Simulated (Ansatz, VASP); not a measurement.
# CdF2 in VASP and in Ansatz

```
Cd F
1.0
     0.00000    2.69400    2.69400
     2.28990    0.00000    2.69400
     2.28990    2.69400    0.00000
Cd F
1 2
Cartesian
  0.0000 0.0000 0.0000
  1.1449 1.3470 1.3470
  3.4348 4.0410 4.0410
```

Change from the starting cell: strain -0.1500 x Voigt [1, 0, 0, 0, 0, 0], atoms carried along.

Alike in both runs: task single point; functional LDA; k mesh 8 × 8 × 8; occupations gaussian, width 0.05 eV; no spin polarisation.

```csv
,VASP,Ansatz
version,VASP 6.6.1,Ansatz 0.2.0
potentials or method,"VASP PAW LDA potentials, release 64 (Cd, F)","scalar-relativistic, plane waves, PAW"
plane-wave cutoff (eV),520,420
valence electrons in the cell,26,34
```

```csv
,VASP,Ansatz,Ansatz less VASP
gap on the k mesh at the Fermi level (eV),2.62,2.65,+0.028
least direct gap on the mesh (eV),3.22,3.23,+0.018
pressure (GPa),20.4,18.2,-2.21
largest component of the traceless stress (GPa),15.88,16.25,+0.371
```

The two sets of potentials don't hold the same shells in valence.

Caveats: so large a pressure means that the cell lies far from this level's equilibrium, or that cutoff or potentials fall short (VASP). A k mesh can miss the band edges.
